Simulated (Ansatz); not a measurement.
# CaSe: band gap under strain

Aim: follow the gap of CaSe (rocksalt) through these states: +4.1 % biaxial strain in x and y, z held; +4.2 % biaxial strain in the (111) plane, free along [111]; -4.6 % strain along [111] alone. The table at the end shows which levels were run.

Code: Ansatz 0.2.0. PAW datasets, plane waves. Calculated at 0 K for a non-magnetic cell.

## (1) Starting point

The unstrained cell was relaxed with r2SCAN; in each strained cell the atoms were relaxed again with r2SCAN. Names of k-points are those of the unstrained zone, where strain can split equivalent points. First state: +4.1 % biaxial strain in x and y, z held.

It is tetragonal, I4/mmm (No. 139); conventional cell a = 4.368 Å, c = 5.935 Å, 28.31 Å³ an atom. Near Ca stand 6 Se at 2.97–3.09 Å; near Se stand 6 Ca at 2.97–3.09 Å.

The structure in full:

```
Ca Se
1.0
     0.00000    3.08891    2.96754
     3.08891    0.00000    2.96754
     3.08891    3.08891    0.00000
Ca Se
1 1
Cartesian
  0.0000 0.0000 0.0000
  3.0889 3.0889 2.9675
```

## (2) +4.1 % biaxial strain in x and y, z held: PBE

The input, input.yaml:

```yaml
crystal:
  lattice:
    - [0.0, 3.0889072977, 2.9675351117]
    - [3.0889072977, 0.0, 2.9675351117]
    - [3.0889072977, 3.0889072977, 0.0]
  atoms:
    - { symbol: Ca, position: [0.0, 0.0, 0.0] }
    - { symbol: Se, position: [0.5, 0.5, 0.5] }
kpoints:
  mp_grid: { grid: [8, 8, 8] }
  band_path:
    path:
      - [0.0, 0.0, 0.0]
      - [0.5, 0.0, 0.5]
      - [0.625, 0.25, 0.625]
      - [0.375, 0.375, 0.75]
      - [0.5, 0.5, 0.5]
      - [0.5, 0.25, 0.75]
      - [0.5, 0.5, 0.0]
    npoints: 1
hamiltonian:
  xc: pbe
scf:
  occupations: { method: fermi_dirac, width: 0.02 }
  n_extra_bands: 4
output:
  forces: true
  stress: true
  eigenvalues: true
```

Run with:

```bash
ansatz run input.yaml --threads 4 --pin off --max-ram 3686MiB --backend cpu --events-out ev --progress --plain --runs-dir out
```

After this run come: +4.1 % biaxial strain in x and y, z held: r2SCAN; +4.1 % biaxial strain in x and y, z held: HSE06; +4.2 % biaxial strain in the (111) plane, free along [111]: PBE; +4.2 % biaxial strain in the (111) plane, free along [111]: r2SCAN; +4.2 % biaxial strain in the (111) plane, free along [111]: HSE06; -4.6 % strain along [111] alone: PBE; -4.6 % strain along [111] alone: r2SCAN; -4.6 % strain along [111] alone: HSE06.

Before running it: what results should come out?

**Answer**, as computed:

Least gap in eV (negative: overlap):

| state | PBE | r2SCAN | HSE06 |
| --- | --- | --- | --- |
| +4.1 % biaxial strain in x and y, z held | 2.20 | 2.66 | 3.15 |
| +4.2 % biaxial strain in the (111) plane, free along [111] | 1.91 | 2.36 | 2.84 |
| -4.6 % strain along [111] alone | 1.76 | 2.22 | 2.68 |

Where both were run, the HSE06 gap lies +0.92 to +0.95 eV from PBE's, each on its own k points. In PBE the gap is least under -4.6 % strain along [111] alone (1.76 eV) and largest under +4.1 % biaxial strain in x and y, z held (2.20 eV).
